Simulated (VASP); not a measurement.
# CdO (Monteponite) under changes of volume

One of the cells (13.229 Å³/atom); the others are scaled copies at fixed shape and fractional positions:

```
Cd O
1.0
     0.00000    2.36506    2.36506
     2.36506    0.00000    2.36506
     2.36506    2.36506    0.00000
Cd O
1 1
Direct
  0.00000 0.00000 0.00000
  0.50000 0.50000 0.50000
```

| Item | Value |
| --- | --- |
| Program | VASP 6.6.1 |
| Functional | PBEsol |
| Potentials or basis | VASP PAW PBE potentials, release 64 (Cd, O) |
| Cutoff | 520 eV |
| k mesh | 10 × 10 × 10 |
| Occupations | fermi-dirac, width 0.05 eV |
| Spin | no spin polarisation |

```csv
volume (Å³/atom),energy over the lowest point (meV/atom),pressure (GPa)
12.191,?,?
12.451,12.53,7.5
12.710,3.11,3.9
13.229,0.00,-2.1
13.488,5.15,-4.6
13.748,14.17,-6.8
```

Problem. What does the run at 12.191 Å³/atom give?

Solution. Energy over the lowest point 28.06 meV/atom; pressure 11.5 GPa.

Worked out: A Birch-Murnaghan fit of order 3 (a polynomial in V^(-2/3)) to the other rows has its minimum at 13.05 Å³/atom with B0 = V·E''(V) = 145 GPa and B' = 4.9. It gives 28.14 meV/atom at 12.191 Å³/atom, against the run's 28.06, and -dE/dV = 11.7 GPa, against 11.5.

Energies are extrapolated to zero smearing.

Caveats: the PAW data sets were made with another functional, which shifts forces and pressure a little.
